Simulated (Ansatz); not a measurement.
# CdS, one cell by several methods

```
CELL_PARAMETERS angstrom
4.98494 0.00000 0.00000
0.00000 4.98494 0.00000
0.00000 0.00000 3.87177
ATOMIC_POSITIONS crystal
Cd 0.00000 0.50000 0.13689
Cd 0.50000 0.00000 0.86311
S 0.00000 0.00000 0.00000
S 0.50000 0.50000 0.00000
```

Atom numbers follow the list: Cd1, Cd2, S3, S4.

The structure comes from a relaxation in the same program, started in the PbO type, and has space group P4/nmm. Whether it is a known phase or the ground state wasn't checked.

Levels of theory: DFT, LDA, PAW with Ansatz's default frozen-core files, scalar-relativistic (Ansatz 0.2.0); DFT, LDA, all-electron LAPW, scalar-relativistic (Ansatz 0.2.0).

For PAW: a Γ-centred 10×10×8 k mesh, Fermi–Dirac smearing of 0.08 eV, cutoff 420 eV, no spin polarisation; the PAW files were made with PBE, and the program remakes their frozen cores for this functional. LAPW targets a basis error of 1 meV/atom. The Ansatz runs share mesh, smearing and spin set-up. Plane-wave (PAW) pressures include the program's estimate of the Pulay term.

Stress and pressure are positive in compression.

Levels count from the Fermi level.

PAW results:

```tsv
quantity	PAW
pressure (GPa)	0.00
highest filled level at Z (eV)	-1.621
lowest empty level at Z (eV)	0.350
highest filled level at M (eV)	-0.949
lowest empty level at M (eV)	0.087
```

(1) What does full-potential LAPW give for the same quantities?

Results:

(1) 
```tsv
quantity	LAPW
pressure (GPa)	0.02
highest filled level at Z (eV)	-1.624
lowest empty level at Z (eV)	0.348
highest filled level at M (eV)	-0.951
lowest empty level at M (eV)	0.088
```
